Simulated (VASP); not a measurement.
KTaO3:

```xyz
5
Lattice="3.9883 0.0000 0.0000 0.0000 3.9883 0.0000 0.0000 0.0000 3.9883" Properties=species:S:1:pos:R:3 pbc="T T T"
K     1.9942    1.9942    1.9942
Ta    0.0000    0.0000    0.0000
O     1.9942    0.0000    0.0000
O     0.0000    1.9942    0.0000
O     0.0000    0.0000    1.9942
```

Program: VASP 6.6.1. Alike in all runs: task electric field gradients; potentials or basis VASP PAW PBE potentials, release 64 (K_sv, Ta_pv, O); no spin polarisation; cell as given; smearing fermi-dirac 0.02 eV. Hardware: 1 thread of Intel(R) Xeon(R) Platinum 8488C (Sapphire Rapids), with other jobs on the host.

Problem. Order these runs on this cell by their wall time, lowest first.
A. level PBEsol; k mesh 6 × 6 × 6; cutoff (eV) 600; further INCAR settings ALGO = Fast; EDIFF = 1e-07
B. level r2SCAN; k mesh 6 × 6 × 6; cutoff (eV) 520; further INCAR settings ALGO = Normal; EDIFF = 1e-07
C. level HSE06; k mesh 4 × 4 × 4; cutoff (eV) 520; further INCAR settings ALGO = Normal; EDIFF = 1e-07; grid for exact exchange (PRECFOCK) Normal; screening parameter 0.2 1/A

Solution. A (41 s), B (120 s), C (1600 s).
